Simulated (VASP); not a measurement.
# InP in VASP: one cell, several levels of theory

Aim: gap, levels, forces and stress of InP (zincblende), under -4.0 % equal strain in all directions at fixed geometry. Runs: PBE, r2SCAN.

Program: VASP 6.6.1. PAW datasets, plane waves. The values are computed, spin-unpolarised, and not measurements.

## 1. The cell

The cell comes from an earlier relaxation with r2SCAN in another program.

The symmetry is F-43m (No. 216, cubic); conventional cell a = 5.671 Å, 22.80 Å³ an atom. Near In stand 4 P at 2.46 Å; near P stand 4 In at 2.46 Å.

As a file:

```xyz
2
Lattice="0.0000 2.8356 2.8356 2.8356 0.0000 2.8356 2.8356 2.8356 0.0000" Properties=species:S:1:pos:R:3 pbc="T T T"
In    0.0000    0.0000    0.0000
P     1.4178    1.4178    1.4178
```

## 2. Single point with PBE

INCAR reads:

```
ENCUT = 520.000000
SIGMA = 0.020000
EDIFF = 1.00e-07
GGA = PE
PREC = Accurate
IBRION = -1
ISIF = 2
ISMEAR = -1
NBANDS = 16
NELM = 120
NSW = 0
LASPH = .TRUE.
LCHARG = .FALSE.
LWAVE = .FALSE.
LREAL = .FALSE.
```

KPOINTS reads:

```
KPOINTS created by Atomic Simulation Environment
0
Gamma
8 8 8
0 0 0
```

KPOINTS_OPT reads:

```
special points
6
Reciprocal
0.0000000000 0.0000000000 0.0000000000 1
-0.5000000000 -0.5000000000 0.0000000000 1
-0.3750000000 -0.3750000000 0.2500000000 1
-0.3750000000 0.0000000000 0.3750000000 1
0.0000000000 0.0000000000 0.5000000000 1
-0.5000000000 -0.2500000000 0.2500000000 1
```

POSCAR reads:

```
In P
 1.0000000000000000
     0.0000000000000000    2.8356361294000001    2.8356361294000001
     2.8356361294000001    0.0000000000000000    2.8356361294000001
     2.8356361294000001    2.8356361294000001    0.0000000000000000
 In  P
   1   1
Cartesian
  0.0000000000000000  0.0000000000000000  0.0000000000000000
  1.4178180647000000  1.4178180647000000  1.4178180647000000
```

Potentials: the recommended PBE PAW datasets, 18 valence electrons in the neutral cell.

Command:

```bash
$ mpirun -np 1 vasp_std
```

Printed to the terminal (iteration lines stand in OSZICAR):

```text
POSCAR found type information on POSCAR InP
 POSCAR found :  2 types and       2 ions
 LDA part: xc-table for (Slater+PW92), standard interpolation
 POSCAR, INCAR and KPOINTS ok, starting setup
 FFT: planning ... GRIDC
 FFT: planning ... GRID_SOFT
 FFT: planning ... GRID
 WAVECAR not read
 entering main loop
 Start KPOINTS_OPT (optional k-point list driver)
k-point batch [1-6\6]
```

OSZICAR:

```text
N       E                     dE             d eps       ncg     rms          rms(c)
DAV:   1     0.112398402406E+03    0.11240E+03   -0.84114E+03   928   0.128E+03
DAV:   2    -0.129431964296E+01   -0.11369E+03   -0.10912E+03  1048   0.306E+02
DAV:   3    -0.844458769699E+01   -0.71503E+01   -0.71142E+01  1176   0.752E+01
DAV:   4    -0.862378151140E+01   -0.17919E+00   -0.17913E+00  1144   0.125E+01
DAV:   5    -0.863264506913E+01   -0.88636E-02   -0.88634E-02  1376   0.241E+00    0.670E+00
DAV:   6    -0.820092249421E+01    0.43172E+00   -0.62914E-01  1456   0.144E+01    0.402E+00
DAV:   7    -0.815878984148E+01    0.42133E-01   -0.19714E-01  1368   0.399E+00    0.136E+00
DAV:   8    -0.815862382594E+01    0.16602E-03   -0.20419E-02  1160   0.175E+00    0.489E-01
DAV:   9    -0.815917262055E+01   -0.54879E-03   -0.14359E-03  1184   0.355E-01    0.219E-01
DAV:  10    -0.815933095016E+01   -0.15833E-03   -0.34020E-04  1312   0.325E-01    0.122E-01
DAV:  11    -0.815940165874E+01   -0.70709E-04   -0.15711E-04  1080   0.138E-01    0.541E-02
DAV:  12    -0.815940076439E+01    0.89435E-06   -0.10951E-05  1080   0.271E-02    0.133E-02
DAV:  13    -0.815940116073E+01   -0.39634E-06   -0.19924E-06  1160   0.763E-03    0.841E-03
DAV:  14    -0.815940112045E+01    0.40279E-07   -0.19880E-07  1184   0.481E-03
   1 F= -.81594011E+01 E0= -.81594011E+01  d E =-.343309E-11
       N       E                     dE             ncg
DAV:   1     0.123302784386E+04   -0.29217E+04      192
DAV:   2     0.556109733830E+03   -0.67692E+03      224
DAV:   3     0.511736313753E+03   -0.44373E+02      224
DAV:   4     0.510629272415E+03   -0.11070E+01      280
DAV:   5     0.510570824285E+03   -0.58448E-01      256
DAV:   6     0.510569655258E+03   -0.11690E-02      288
DAV:   7     0.510569620223E+03   -0.35034E-04      256
DAV:   8     0.510569619771E+03   -0.45194E-06      296
DAV:   9     0.510569619765E+03   -0.68738E-08      152
```

The lines after F= are the extra pass for the points of KPOINTS_OPT, at fixed density; their E is not a total energy.

From OUTCAR:

```text
k-points           NKPTS =     29   k-points in BZ     NKDIM =     29   number of bands    NBANDS=     16

   NELECT =      18.0000    total number of electrons

   dimension x,y,z NGX =    30 NGY =   30 NGZ =   30
   dimension x,y,z NGXF=    60 NGYF=   60 NGZF=   60

  energy-cutoff  :      520.00
  volume of cell :       45.60
      direct lattice vectors                 reciprocal lattice vectors
     0.000000000  2.835636129  2.835636129    -0.176327278  0.176327278  0.176327278
     2.835636129  0.000000000  2.835636129     0.176327278 -0.176327278  0.176327278
     2.835636129  2.835636129  0.000000000     0.176327278  0.176327278 -0.176327278

 k-points in reciprocal lattice and weights: KPOINTS created by Atomic Simulation Env
   0.00000000  0.00000000  0.00000000       0.002
   0.12500000  0.00000000  0.00000000       0.016
   0.25000000  0.00000000  0.00000000       0.016
   0.37500000  0.00000000  0.00000000       0.016
   0.50000000  0.00000000  0.00000000       0.008
   0.12500000  0.12500000  0.00000000       0.012
   0.25000000  0.12500000  0.00000000       0.047
   0.37500000  0.12500000  0.00000000       0.047
[... 21 more k-points ...]

 E-fermi :   6.7604

 k-point     1 :       0.0000    0.0000    0.0000
  band No.  band energies     occupation
      1      -8.0929      2.00000
      2      -8.0929      2.00000
      3      -8.0929      2.00000
      4      -7.8843      2.00000
      5      -7.8843      2.00000
      6      -5.9073      2.00000
      7       6.3376      2.00000
      8       6.3376      2.00000
      9       6.3376      2.00000
     10       7.5809      0.00000
     11      10.4044      0.00000
     12      10.4044      0.00000
     13      10.4044      0.00000
     14      15.3941      0.00000
     15      15.9343      0.00000
     16      15.9343      0.00000

 k-point     2 :       0.1250    0.0000    0.0000
  band No.  band energies     occupation
      1      -8.1227      2.00000
      2      -8.0826      2.00000
      3      -8.0826      2.00000
      4      -7.8843      2.00000
      5      -7.8843      2.00000
      6      -5.6974      2.00000
      7       4.7903      2.00000
      8       6.1168      2.00000
      9       6.1168      2.00000
     10       8.3863      0.00000
     11      10.6578      0.00000
     12      10.7193      0.00000
     13      10.7193      0.00000
     14      15.2316      0.00000
     15      15.2317      0.00000
     16      16.1513      0.00000

 k-point     3 :       0.2500    0.0000    0.0000
  band No.  band energies     occupation
      1      -8.1877      2.00000
      2      -8.0606      2.00000
      3      -8.0606      2.00000
      4      -7.8808      2.00000
      5      -7.8808      2.00000
      6      -5.1115      2.00000
      7       2.6811      2.00000
      8       5.6850      2.00000
      9       5.6850      2.00000
     10       8.4061      0.00000
     11      11.1738      0.00000
     12      11.1738      0.00000
     13      11.9334      0.00000
     14      15.0028      0.00000
     15      15.0028      0.00000
     16      15.6829      0.00000

 k-point     4 :       0.3750    0.0000    0.0000
  band No.  band energies     occupation
      1      -8.2456      2.00000
      2      -8.0443      2.00000
      3      -8.0443      2.00000
      4      -7.8712      2.00000
      5      -7.8712      2.00000
      6      -4.3100      2.00000
      7       0.8700      2.00000
      8       5.3377      2.00000
      9       5.3377      2.00000
     10       8.1671      0.00000
     11      11.2047      0.00000
     12      11.2047      0.00000
     13      13.2610      0.00000
     14      15.5929      0.00000
     15      16.0300      0.00000
     16      16.0300      0.00000

 k-point     5 :       0.5000    0.0000    0.0000
  band No.  band energies     occupation
      1      -8.2680      2.00000
      2      -8.0394      2.00000
      3      -8.0394      2.00000
      4      -7.8651      2.00000
      5      -7.8651      2.00000
      6      -3.8282      2.00000
      7       0.0387      2.00000
      8       5.2099      2.00000
      9       5.2099      2.00000
     10       8.0705      0.00000
     11      11.1360      0.00000
     12      11.1360      0.00000
     13      13.5953      0.00000
     14      16.3065      0.00000
     15      17.2001      0.00000
     16      17.2001      0.00000

 k-point     6 :       0.1250    0.1250    0.0000
  band No.  band energies     occupation
      1      -8.1422      2.00000
      2      -8.0726      2.00000
      3      -8.0726      2.00000
      4      -7.8934      2.00000
      5      -7.8771      2.00000
      6      -5.6291      2.00000
      7       4.8647      2.00000
      8       5.7253      2.00000
      9       5.7253      2.00000
     10       8.9631      0.00000
     11       9.7256      0.00000
     12      11.2369      0.00000
     13      11.2369      0.00000
     14      14.1674      0.00000
     15      16.0656      0.00000
     16      16.6805      0.00000

 k-point     7 :       0.2500    0.1250    0.0000
  band No.  band energies     occupation
      1      -8.1936      2.00000
      2      -8.0538      2.00000
      3      -8.0492      2.00000
      4      -7.9000      2.00000
      5      -7.8700      2.00000
      6      -5.1705      2.00000
      7       3.2585      2.00000
      8       5.2403      2.00000
      9       5.2928      2.00000
     10       9.2423      0.00000
     11       9.9801      0.00000
     12      11.7939      0.00000
     13      11.8947      0.00000
     14      13.9926      0.00000
     15      15.9259      0.00000
     16      17.0895      0.00000

 k-point     8 :       0.3750    0.1250    0.0000
  band No.  band energies     occupation
      1      -8.2442      2.00000
      2      -8.0397      2.00000
      3      -8.0304      2.00000
      4      -7.8951      2.00000
      5      -7.8627      2.00000
      6      -4.4267      2.00000
      7       1.4435      2.00000
      8       4.7453      2.00000
      9       4.9347      2.00000
     10       9.0272      0.00000
     11      10.6730      0.00000
     12      11.9881      0.00000
     13      12.3036      0.00000
     14      15.2198      0.00000
     15      16.5955      0.00000
     16      16.6540      0.00000

 k-point     9 :       0.5000    0.1250    0.0000
  band No.  band energies     occupation
      1      -8.2714      2.00000
      2      -8.0341      2.00000
      3      -8.0243      2.00000
      4      -7.8808      2.00000
      5      -7.8626      2.00000
      6      -3.7575      2.00000
      7       0.2416      2.00000
      8       4.3230      2.00000
      9       4.9132      2.00000
     10       8.9088      0.00000
     11      10.7251      0.00000
     12      11.7231      0.00000
     13      13.6630      0.00000
     14      15.7935      0.00000
     15      17.2295      0.00000
     16      17.4242      0.00000

 k-point    10 :      -0.3750    0.1250    0.0000
  band No.  band energies     occupation
      1      -8.2628      2.00000
      2      -8.0351      2.00000
      3      -8.0295      2.00000
      4      -7.8752      2.00000
      5      -7.8714      2.00000
      6      -3.9283      2.00000
      7       0.5259      2.00000
      8       4.1729      2.00000
      9       5.1768      2.00000
     10       8.9693      0.00000
     11      10.8967      0.00000
     12      11.5217      0.00000
     13      13.5210      0.00000
     14      15.6724      0.00000
     15      16.2391      0.00000
     16      17.6831      0.00000

 k-point    11 :      -0.2500    0.1250    0.0000
  band No.  band energies     occupation
      1      -8.2213      2.00000
      2      -8.0468      2.00000
      3      -8.0433      2.00000
      4      -7.8888      2.00000
      5      -7.8725      2.00000
      6      -4.6947      2.00000
      7       2.0166      2.00000
      8       4.3746      2.00000
      9       5.6337      2.00000
     10       9.1600      0.00000
     11      11.1698      0.00000
     12      11.3225      0.00000
     13      12.0542      0.00000
     14      14.3747      0.00000
     15      16.3630      0.00000
     16      16.9192      0.00000

 k-point    12 :      -0.1250    0.1250    0.0000
  band No.  band energies     occupation
      1      -8.1649      2.00000
      2      -8.0706      2.00000
      3      -8.0615      2.00000
      4      -7.8906      2.00000
      5      -7.8777      2.00000
      6      -5.3629      2.00000
      7       3.7263      2.00000
      8       5.0700      2.00000
      9       6.0629      2.00000
     10       9.0636      0.00000
     11      10.5669      0.00000
     12      10.8718      0.00000
     13      11.6157      0.00000
     14      14.3175      0.00000
     15      15.3983      0.00000
     16      17.1893      0.00000

[... the tables of k-points 13 to 29 left out ...]

  Total        3.5252170      3.5252170      3.5252170     -0.0000000      0.0000000     -0.0000000
  in kB      123.8553990    123.8553990    123.8553990     -0.0000000      0.0000000     -0.0000000
  external PRESSURE =     123.8553990 kB  Pullay stress =       0.0000000 kB

 POSITION                                       TOTAL-FORCE (eV/Angst)
 -----------------------------------------------------------------------------------
      0.00000      0.00000      0.00000        -0.000000      0.000000     -0.000000
      1.41782      1.41782      1.41782         0.000000     -0.000000      0.000000
 -----------------------------------------------------------------------------------
    total drift:                               -0.000000     -0.000000     -0.000000

  FREE ENERGIE OF THE ION-ELECTRON SYSTEM (eV)
  ---------------------------------------------------
  free  energy   TOTEN  =        -8.1594011204 eV

  energy  without entropy=       -8.1594011204  energy(sigma->0) =       -8.15940112
```

Wall time 28 s (1 MPI rank of Intel Xeon Platinum 8488C, shared host); peak memory 0.19 GiB.

The levels at the points of KPOINTS_OPT are read from vasprun.xml.

Near the gap, in eV above the top of the last filled band v; c is the band after it:

| point | v−1 | v | c | c+1 |
| --- | --- | --- | --- | --- |
| Γ | 0.00 | 0.00 | 1.24 | 4.07 |
| X | -2.68 | -2.68 | 1.58 | 2.23 |
| U | -3.81 | -2.24 | 2.28 | 4.57 |
| K | -3.81 | -2.24 | 2.28 | 4.57 |
| L | -1.13 | -1.13 | 1.73 | 4.80 |
| W | -3.39 | -3.39 | 4.28 | 4.77 |

Gap with PBE: 1.24 eV, direct (Γ). Pressure: 12.39 GPa; the forces vanish within 0.01 eV/Å.

[end of part 1 of 2]
